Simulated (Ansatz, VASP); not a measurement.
**One calculation of NiGe, two programs**

The input INCAR:

```
PREC = Accurate
ENCUT = 600
EDIFF = 1E-6
ISMEAR = 0
SIGMA = 0.1
LREAL = F
LASPH = T
NELM = 100
ALGO = Normal
ISIF = 3
LWAVE = F
LCHARG = F
GGA = PE
IBRION = 2
NSW = 100
EDIFFG = -0.01
```

The input KPOINTS:

```
Automatic mesh
0
Gamma
  18 18 18
```

File POSCAR:

```
NiGe
1.0
    2.9703660750      0.0000000000      0.0000000000
    0.0000000000      2.9703660750      0.0000000000
    0.0000000000      0.0000000000      2.9703660750
Ni Ge
1 1
Direct
    0.5000000000      0.5000000000      0.5000000000
    0.0000000000      0.0000000000      0.0000000000
```

Input for Ansatz:

```yaml
crystal:
  lattice:
    - [2.970366075, 0.0, 0.0]
    - [0.0, 2.970366075, 0.0]
    - [0.0, 0.0, 2.970366075]
  atoms:
    - { symbol: Ni, position: [0.5, 0.5, 0.5] }
    - { symbol: Ge, position: [0.0, 0.0, 0.0] }
basis:
  ecutwfc: 420
kpoints:
  mp_grid: { grid: [18, 18, 18] }
hamiltonian:
  xc: pbe
scf:
  occupations: { method: gaussian, width: 0.1 }
output:
  forces: true
  stress: true
  eigenvalues: true
relax:
  adjacent_minimum: "off"
  f_tol: 0.01
  max_steps: 80
  cell: { stress_tol: 0.05 }
```

Alike in both runs: task relaxation of cell and atoms; functional PBE; k mesh 18 × 18 × 18; occupations gaussian, width 0.1 eV; no spin polarisation.

|  | VASP | Ansatz |
| --- | --- | --- |
| version | VASP 6.6.1 | Ansatz 0.2.0 |
| potentials or method | VASP PAW PBE potentials, release 64 (Ni, Ge_d) | scalar-relativistic, plane waves, PAW |
| plane-wave cutoff (eV) | 600 | 420 |
| valence electrons in the cell | 24 | 32 |

|  | VASP | Ansatz | Ansatz less VASP |
| --- | --- | --- | --- |
| gap on the k mesh at the Fermi level, each at its own relaxed structure (eV) | none | none | - |
| relaxed volume (Å³/atom) | 13.21 | 13.19 | -0.017 |
| relaxed cell length with the largest relative difference (Å) | 2.978 | 2.977 | -0.0013 |

A gap of «none» marks a metal or a gap that the smearing closes. The two sets of potentials don't hold the same shells in valence.

Spin polarisation is off, so any magnetic state and its effect on volume and gap are missing.
